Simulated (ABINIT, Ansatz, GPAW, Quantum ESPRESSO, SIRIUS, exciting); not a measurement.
## Zn: programs and potentials compared

```
Zn
1.0
    -1.52714    1.56173    1.52690
     1.48647   -1.65878    1.58329
     1.56585    1.69749   -1.62395
Zn
1
Direct
  0.01976 0.99531 0.01093
```

This isn't the form of Zn at room conditions, which is hcp.

The given cell was strained at random by a few per cent at fixed volume.

Alike in all runs: task single point; functional PBEsol; k mesh 12 × 12 × 12; occupations fermi-dirac, width 0.05 eV; no spin polarisation; no spin-orbit coupling. Pressure is positive in compression and, in plane waves, holds the error of the finite cutoff.

| program and potentials | plane-wave cutoff (eV) | notes | band gap (eV) | pressure (GPa) | energy over the undisturbed cell (meV/atom) |
| --- | --- | --- | --- | --- | --- |
| Quantum ESPRESSO, GBRV 1.5 PBEsol | 762 | 20 valence electrons an atom on average | no gap | -4.96 | -8.41 |
| SIRIUS, PseudoDojo 0.4.1 PBEsol standard (scalar relativistic) | 1152 | 20 valence electrons an atom on average | no gap | -5.07 | - |
| Ansatz, all-electron LAPW, scalar-relativistic | - | - | no gap | -4.94 | - |
| GPAW, PAW data sets generated for this functional | 600 | 12 valence electrons an atom on average | no gap | -5.17 | -8.21 |
| ABINIT, PseudoDojo NC SR PBEsol v0.4.1 standard | 1143 | 20 valence electrons an atom on average | no gap | -5.07 | -8.43 |
| exciting, all-electron LAPW+lo, shipped species files, valence relativity iora* | - | - | no gap | - | -8.47 |

None finds a gap. The pressure spans -5.17 (GPAW, PAW data sets generated for this functional) to -4.94 GPa (Ansatz, all-electron LAPW, scalar-relativistic), with all-electron results at -4.94.

Differences between rows come from potentials, basis sets and numerical settings, since the functional is the same but for its coding. Runs on potential files found faulty are left out.
